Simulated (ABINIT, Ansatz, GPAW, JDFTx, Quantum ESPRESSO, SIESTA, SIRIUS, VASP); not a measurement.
**One calculation of Sn, 9 ways**

```xyz
2
Lattice="0.0000 3.2333 3.2333 3.2333 0.0000 3.2333 3.2333 3.2333 0.0000" Properties=species:S:1:pos:R:3 pbc="T T T"
Sn    4.8500    4.8500    4.8500
Sn    3.2333    3.2333    3.2333
```

This isn't the form of Sn at room conditions, which is tetragonal (white tin).

Alike in all runs: task single point; functional PBEsol; k mesh 7 × 7 × 7; occupations fermi-dirac, width 0.05 eV; no spin polarisation; no spin-orbit coupling. Pressure is positive in compression and, in plane waves, holds the error of the finite cutoff, which Ansatz's Pulay term estimates and takes out.

```tsv
program and potentials	plane-wave cutoff (eV)	notes	pressure (GPa)
Ansatz, Ansatz PAW	420	potentials made for PBE, which Ansatz adapts in part; Pulay term of +0.03 GPa included	1.55
ABINIT, PseudoDojo NC SR PBEsol v0.4.1 standard	980	-	1.66
Ansatz, all-electron LAPW, scalar-relativistic	-	-	1.55
SIRIUS, PseudoDojo 0.4.1 PBEsol standard (scalar relativistic)	983	-	1.66
SIESTA, files PseudoDojo sr-pbesol-0.4.1-standard, DZP (energy shift 0.003 Ry; two zetas on semicore shells)	-	atomic basis	1.87
GPAW, PAW data sets generated for this functional	600	-	1.27
VASP, PBE PAW files Sn_d, 520 eV	520	potentials made for PBE	?
Quantum ESPRESSO, GBRV 1.5 PBEsol	925	-	1.29
JDFTx, PseudoDojo-SR-PBEsol-0.4.1-standard with smoothed tails	980	-	1.66
```

Q: Estimate from the other rows what the run with VASP, PBE PAW files Sn_d, 520 eV gave.

A: Pressure 1.48 GPa. The other rows, which needn't bracket it: pressure 1.27 to 1.87.
